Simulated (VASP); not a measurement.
# BaTiO3 (P4mm) in VASP: notebook

One crystal, BaTiO3, is run at these levels: LDA, PBEsol; tasks: relaxation of cell and atoms.

Program: VASP 6.6.1. These are calculated values, not measurements. Logs are shortened: lines on timing, memory, paths and dates and some standing lists are left out, and cuts for length are marked.

## 1. The crystal as given

The structure is tetragonal, space group P4mm (No. 99). The conventional cell has a = 4.000 Å, b = 4.000 Å, c = 4.018 Å, α = 90.00°, β = 90.00°, γ = 90.00°. Around Ba (site symmetry 4mm) lie 12 O at 2.79 to 2.88 Å. Around Ti (site symmetry 4mm) lie 6 O at 1.89 to 2.13 Å. O (site symmetry 4mm) is surrounded by 2 Ti at 1.89 to 2.13 Å. O (site symmetry 2mm) has 2 Ti at 2.00 Å as nearest neighbours.

## 2. Relaxation of cell and atoms, LDA

File INCAR:

```
PREC = Accurate
ENCUT = 600
EDIFF = 1E-6
ISMEAR = 0
SIGMA = 0.03
LREAL = F
LASPH = T
NELM = 80
ALGO = Normal
ISIF = 3
LWAVE = F
LCHARG = F
IBRION = 2
NSW = 90
EDIFFG = -0.01
KPAR = 2
```

File KPOINTS:

```
Automatic mesh
0
Gamma
  8 8 8
```

File POSCAR:

```
BaTiO3
1.0
    3.9998000000      0.0000000000      0.0000000000
    0.0000000000      3.9998000000      0.0000000000
    0.0000000000      0.0000000000      4.0180000000
Ba Ti O
1 1 3
Direct
    0.0000000000      0.0000000000      0.0000000000
    0.5000000000      0.5000000000      0.4900000000
    0.5000000000      0.5000000000      0.0190000000
    0.5000000000      0.0000000000      0.5170000000
    0.0000000000      0.5000000000      0.5170000000
```

Potentials or basis: VASP PAW LDA potentials, release 64 (Ba_sv, Ti_sv, O).

Started as:

```bash
$ cat potpaw_LDA.64/Ba_sv/POTCAR potpaw_LDA.64/Ti_sv/POTCAR potpaw_LDA.64/O/POTCAR > POTCAR
$ mpirun -np 2 vasp_std > vasp.out
```

OUTCAR:

```text
PREC = Accurate
   ENCUT = 600
   EDIFF = 1E-6
   ISMEAR = 0
   LREAL = F
   LASPH = T
   NELM = 80
   ISIF = 3
   IBRION = 2
   NSW = 90
   EDIFFG = -0.01

 ion  position               nearest neighbor table
   1  0.000  0.000  0.000-   4 2.79   5 2.79   5 2.79   4 2.79   3 2.83   3 2.83   3 2.83   3 2.83
                             4 2.88   5 2.88   5 2.88   4 2.88   2 3.45   2 3.45   2 3.45   2 3.45
   2  0.500  0.500  0.490-   3 1.89   4 2.00   5 2.00   4 2.00   5 2.00   3 2.13   1 3.45   1 3.45
                             1 3.45   1 3.45   1 3.49   1 3.49   1 3.49   1 3.49
   3  0.500  0.500  0.019-   2 1.89   2 2.13   1 2.83   1 2.83   1 2.83   1 2.83
   4  0.500  0.000  0.517-   2 2.00   2 2.00   1 2.79   1 2.79   1 2.88   1 2.88
   5  0.000  0.500  0.517-   2 2.00   2 2.00   1 2.79   1 2.79   1 2.88   1 2.88

  LATTYP: Found a simple tetragonal cell.
 ALAT       =     3.9998000000
 C/A-ratio  =     1.0045502275

  Lattice vectors:

 A1 = (   3.9998000000,   0.0000000000,   0.0000000000)
 A2 = (   0.0000000000,   3.9998000000,   0.0000000000)
 A3 = (   0.0000000000,   0.0000000000,   4.0180000000)

Analysis of symmetry for initial positions (statically):
=====================================================================
 Subroutine PRICEL returns:
 Original cell was already a primitive cell.

 Routine SETGRP: Setting up the symmetry group for a
 simple tetragonal supercell.

 Subroutine GETGRP returns: Found  8 space group operations
 (whereof  8 operations were pure point group operations)
 out of a pool of 16 trial point group operations.

The static configuration has the point symmetry C_4v.

Analysis of symmetry for dynamics (positions and initial velocities):
=====================================================================
 Subroutine PRICEL returns:
 Original cell was already a primitive cell.

 Routine SETGRP: Setting up the symmetry group for a
 simple tetragonal supercell.

 Subroutine GETGRP returns: Found  8 space group operations
 (whereof  8 operations were pure point group operations)
 out of a pool of 16 trial point group operations.

The dynamic configuration has the point symmetry C_4v.

 Subroutine INISYM returns: Found  8 space group operations
 (whereof  8 operations are pure point group operations),
 and found     1 'primitive' translations

----------------------------------------------------------------------------------------

                                     Primitive cell

  volume of cell :      64.2816

  direct lattice vectors                    reciprocal lattice vectors
     3.999800000  0.000000000  0.000000000     0.250012501  0.000000000  0.000000000
     0.000000000  3.999800000  0.000000000     0.000000000  0.250012501  0.000000000
     0.000000000  0.000000000  4.018000000     0.000000000  0.000000000  0.248880040

  length of vectors
     3.999800000  3.999800000  4.018000000     0.250012501  0.250012501  0.248880040

  position of ions in fractional coordinates (direct lattice)
     0.000000000  0.000000000  0.000000000
     0.500000000  0.500000000  0.490000000
     0.500000000  0.500000000  0.019000000
     0.500000000  0.000000000  0.517000000
     0.000000000  0.500000000  0.517000000

  ion indices of the primitive-cell ions
   primitive index   ion index
                 1           1
                 2           2
                 3           3
                 4           4
                 5           5

----------------------------------------------------------------------------------------

 KPOINTS: Automatic mesh

Automatic generation of k-mesh.
 Grid dimensions read from file:
 generate k-points for:    8    8    8

 Generating k-lattice:

  Cartesian coordinates                     Fractional coordinates (reciprocal lattice)
     0.031251563  0.000000000  0.000000000     0.125000000  0.000000000  0.000000000
     0.000000000  0.031251563  0.000000000     0.000000000  0.125000000  0.000000000
     0.000000000  0.000000000  0.031110005     0.000000000  0.000000000  0.125000000

  Length of vectors
     0.031251563  0.031251563  0.031110005

  Shift w.r.t. Gamma in fractional coordinates (k-lattice)
     0.000000000  0.000000000  0.000000000

 Subroutine IBZKPT returns following result:
 ===========================================

 Found     75 irreducible k-points:

 Following reciprocal coordinates:
            Coordinates               Weight
  0.000000  0.000000  0.000000      1.000000
  0.125000  0.000000  0.000000      4.000000
  0.250000  0.000000  0.000000      4.000000
  0.375000  0.000000  0.000000      4.000000
  0.500000  0.000000  0.000000      2.000000
  0.125000  0.125000  0.000000      4.000000
[... 16 lines left out ...]
  0.375000  0.125000  0.125000     16.000000
  0.500000  0.125000  0.125000      8.000000
 [... further k-points ...]
   k-points           NKPTS =     75   k-points in BZ     NKDIM =     75   number of bands    NBANDS=     24
   number of dos      NEDOS =    301   number of ions     NIONS =      5
   total plane-waves  NPLWV =  32768
   dimension x,y,z NGX =    32 NGY =   32 NGZ =   32
   dimension x,y,z NGXF=    64 NGYF=   64 NGZF=   64
   ions per type =               1   1   3
   NGX,Y,Z   is equivalent  to a cutoff of  13.30, 13.30, 13.24 a.u.
   NGXF,Y,Z  is equivalent  to a cutoff of  26.60, 26.60, 26.48 a.u.
 SYSTEM =  unknown system
   PREC   = accura    normal or accurate (medium, high low for compatibility)
   ISTART =      0    job   : 0-new  1-cont  2-samecut
   ICHARG =      2    charge: 1-file 2-atom 10-const
   ISPIN  =      1    spin polarized calculation?
   LNONCOLLINEAR =      F non collinear calculations
   LSORBIT =      F    spin-orbit coupling
   LASPH  =      T    aspherical Exc in radial PAW
   ENCUT  =  600.0 eV  44.10 Ry    6.64 a.u.   7.99  7.99  8.02*2*pi/ulx,y,z
   NELM   =     80;   NELMIN=  2; NELMDL= -5     # of ELM steps
   EDIFF  = 0.1E-05   stopping-criterion for ELM
   LREAL  =      F    real-space projection
   EDIFFG = -.1E-01   stopping-criterion for IOM
   NSW    =     90    number of steps for IOM
   IBRION =      2    ionic relax: 0-MD 1-quasi-New 2-CG
   NFREE  =      1    steps in history (QN), initial steepest desc. (CG)
   ISIF   =      3    stress and relaxation
   ISYM   =      2    0-nonsym 1-usesym 2-fastsym
   POTIM  = 0.5000    time-step for ionic-motion
   TEBEG  =    0.0;   TEEND  =   0.0 temperature during run
   PSTRESS=    0.0 pullay stress
   NELECT =      40.0000    total number of electrons
   NUPDOWN=      -1.0000    fix difference up-down
   EMIN   =  10.00;   EMAX   =-10.00  energy-range for DOS
   EFERMI =   0.00;   METHOD = LEGACY
   ISMEAR =     0;   SIGMA  =   0.03  broadening in eV -4-tet -1-fermi 0-gaus
   EFERMI_NEDOS =   21; number of points for ismear=-14 and -15
   IALGO  =     38    algorithm
   IMIX   =      4    mixing-type and parameters
     AMIX     =   0.40;   BMIX     =  1.00
     AMIX_MAG =   1.60;   BMIX_MAG =  1.00
  volume/ion in A,a.u.               =      12.86        86.76
  Fermi-wavevector in a.u.,A,eV,Ry     =   1.397653  2.641181 26.578078  1.953434
  Thomas-Fermi vector in A             =   2.520888
   LORBIT       =      0    0 simple, 1 ext, 2 COOP (PROOUT), +10 PAW based schemes
   GGA     = CA    functional components
   LHFCALC =     F    Hartree Fock is set to
   AEXX    =    0.0000 exact exchange contribution
   IVDW    =     0    specifies the selected vdW correction
   LEPSILON=     F    determine dielectric tensor
   LRPA    =     F    only Hartree local field effects (RPA)
 conjugate gradient relaxation of ions
 non-spin polarized calculation
 Gauss-broadening in eV      SIGMA  =   0.03
  energy-cutoff  :      600.00
  volume of cell :       64.28
 maximum number of plane-waves:      2176
 NGX is ok and might be reduce to    32
   NGX = 15   NGY = 15   NGZ = 17

--------------------------------------- Ionic step        1  -------------------------------------------

 number of electron      39.9999999 magnetization

 Free energy of the ion-electron system (eV)
  ---------------------------------------------------
  ext. energy  EPLUGINS =         0.00000000
  ---------------------------------------------------
  free energy    TOTEN  =       -44.12041120 eV

  energy without entropy =      -44.12041120  energy(sigma->0) =      -44.12041120

------------------------ aborting loop because EDIFF is reached ----------------------------------------

  FORCE on cell =-STRESS in cart. coord.  units (eV):
  Direction    XX          YY          ZZ          XY          YZ          ZX
  --------------------------------------------------------------------------------------
  -------------------------------------------------------------------------------------
  Total       -2.8191361     -2.8191361     -2.4261795      0.0000000      0.0000000      0.0000000
  in kB      -70.2651760    -70.2651760    -60.4709837      0.0000000      0.0000000      0.0000000
  external PRESSURE =     -67.0004452 kB  Pullay stress =       0.0000000 kB
[... 98 lines left out ...]
  FREE ENERGIE OF THE ION-ELECTRON SYSTEM (eV)
  ---------------------------------------------------
  free  energy   TOTEN  =       -44.1736574051 eV

  energy  without entropy=      -44.1736574051  energy(sigma->0) =      -44.17365741

[... ionic steps 4 to 7 ...]

--------------------------------------- Ionic step        8  -------------------------------------------

 number of electron      39.9999984 magnetization

------------------------ aborting loop because EDIFF is reached ----------------------------------------

  FORCE on cell =-STRESS in cart. coord.  units (eV):
  Direction    XX          YY          ZZ          XY          YZ          ZX
  --------------------------------------------------------------------------------------
  -------------------------------------------------------------------------------------
  Total       -0.0450181     -0.0450181     -0.0560280      0.0000000      0.0000000      0.0000000
  in kB       -1.1631689     -1.1631689     -1.4476396      0.0000000      0.0000000      0.0000000
  external PRESSURE =      -1.2579924 kB  Pullay stress =       0.0000000 kB
[... 63 lines left out ...]
  energy  without entropy=      -44.1751691826  energy(sigma->0) =      -44.17516918

--------------------------------------- Ionic step       10  -------------------------------------------

 number of electron      39.9999984 magnetization

 Free energy of the ion-electron system (eV)
  ---------------------------------------------------
  ext. energy  EPLUGINS =         0.00000000
  ---------------------------------------------------
  free energy    TOTEN  =       -44.17518380 eV

  energy without entropy =      -44.17518380  energy(sigma->0) =      -44.17518380

 E-fermi :   3.9730     XC(G=0): -11.9071

 val. band max:        3.8484586214   @ k =   0.5000   0.5000   0.5000
 cond. band min:       5.6003352084   @ k =   0.0000   0.0000   0.0000
 fundamental gap:      1.7518765870
 Fermi energy:         3.9730424628

 k-point     1 :       0.0000    0.0000    0.0000
  band No.  band energies     occupation
      1     -51.8530      2.00000
      2     -28.5304      2.00000
      3     -28.4899      2.00000
      4     -28.4899      2.00000
      5     -20.8094      2.00000
      6     -12.8617      2.00000
[... 637 lines left out ...]
     23       7.5713      0.00000
     24       8.7845      0.00000

 [... further k-points ...]
[... 5 lines left out ...]
  --------------------------------------------------------------------------------------
  -------------------------------------------------------------------------------------
  Total        0.0050707      0.0050707      0.0281864      0.0000000      0.0000000      0.0000000
  in kB        0.1310903      0.1310903      0.7286871      0.0000000      0.0000000      0.0000000
  external PRESSURE =       0.3302892 kB  Pullay stress =       0.0000000 kB
[... 20 lines left out ...]
  FREE ENERGIE OF THE ION-ELECTRON SYSTEM (eV)
  ---------------------------------------------------
  free  energy   TOTEN  =       -44.1751838049 eV

  energy  without entropy=      -44.1751838049  energy(sigma->0) =      -44.17518380

 reached required accuracy - stopping structural energy minimisation
```

Run time: 5.3 min. Hardware: 2 MPI ranks of Intel Xeon Platinum 8375C at 2.90GHz (Ice Lake), shared host; peak memory 0.28 GiB.

What came out:

* Free energy: -44.1752 eV
* Relaxed volume: 12.39 Å³/atom
* Relaxed cell: a = 3.942 Å, b = 3.942 Å, c = 3.989 Å, α = 90.00°, β = 90.00°, γ = 90.00°
* Space group after relaxing (to 0.05 Å): P4mm (No. 99)
* Energy gained by relaxing: 11.0 meV/atom
* Ionic steps: 10
* Pressure after relaxing: 0.0 GPa
* Largest force after relaxing: 0.006 eV/Å
* Band gap on the k mesh: 1.75 eV, indirect (least direct gap 2.04 eV)

Forces in eV/Å, atoms in the order of the input:
```
Ba   0.000  0.000  0.004
Ti   0.000  0.000 -0.004
O    0.000  0.000 -0.006
O    0.000  0.000  0.003
O    0.000  0.000  0.003
```

The path:
```tsv
step	energy change (eV)	largest force (eV/Å)	pressure (GPa)	volume (Å³)
1	0.0000	0.3674	-6.70	64.28
2	0.0180	0.4622	9.10	59.41
3	-0.0532	0.0662	0.00	61.95
4	-0.0532	0.0649	0.09	61.90
5	-0.0544	0.0412	0.12	61.91
6	-0.0546	0.0365	0.13	61.91
7	-0.0547	0.0190	-0.08	61.99
8	-0.0547	0.0175	-0.13	62.01
9	-0.0548	0.0164	0.09	61.95
10	-0.0548	0.0057	0.03	61.97
```

Final structure:
```cif
data_structure
_symmetry_space_group_name_H-M 'P 1'
_symmetry_Int_Tables_number 1
_cell_length_a 3.9418
_cell_length_b 3.9418
_cell_length_c 3.9886
_cell_angle_alpha 90.000
_cell_angle_beta 90.000
_cell_angle_gamma 90.000
_cell_volume 61.97
loop_
_atom_site_label
_atom_site_type_symbol
_atom_site_fract_x
_atom_site_fract_y
_atom_site_fract_z
_atom_site_occupancy
Ba1 Ba 0.00000 0.00000 0.00189 1
Ti1 Ti 0.50000 0.50000 0.48937 1
O1 O 0.50000 0.50000 0.02221 1
O2 O 0.50000 0.00000 0.51477 1
O3 O 0.00000 0.50000 0.51477 1
```

Levels at points of the mesh, in eV from the valence-band top:
```csv
k point,band 16,band 17,band 18,band 19,band 20,band 21,band 22,band 23,band 24
"(0.00, 0.00, 0.00)",-1.34,-1.25,-0.31,-0.29,-0.29,1.75,1.99,1.99,4.28
"(0.50, 0.00, 0.00)",-2.10,-1.95,-1.81,-1.00,-0.88,2.14,3.66,3.70,4.31
"(0.50, 0.50, 0.00)",-2.97,-1.79,-0.94,-0.94,-0.09,3.72,3.72,4.11,4.96
"(0.00, 0.00, 0.50)",-2.06,-2.01,-2.01,-0.72,-0.72,1.93,3.66,3.66,4.29
"(0.50, 0.00, 0.50)",-2.89,-1.74,-0.92,-0.90,-0.22,3.68,3.68,4.06,5.18
"(0.50, 0.50, 0.50)",-2.44,-2.44,-0.12,-0.12,0.00,4.36,4.36,4.39,6.65
```

Caveat: spin-orbit coupling is left out, which moves the levels of the heavy elements. Expect the measured gap to be larger: semilocal functionals such as LDA lack the derivative discontinuity.

(Continued in part 2 of 3.)
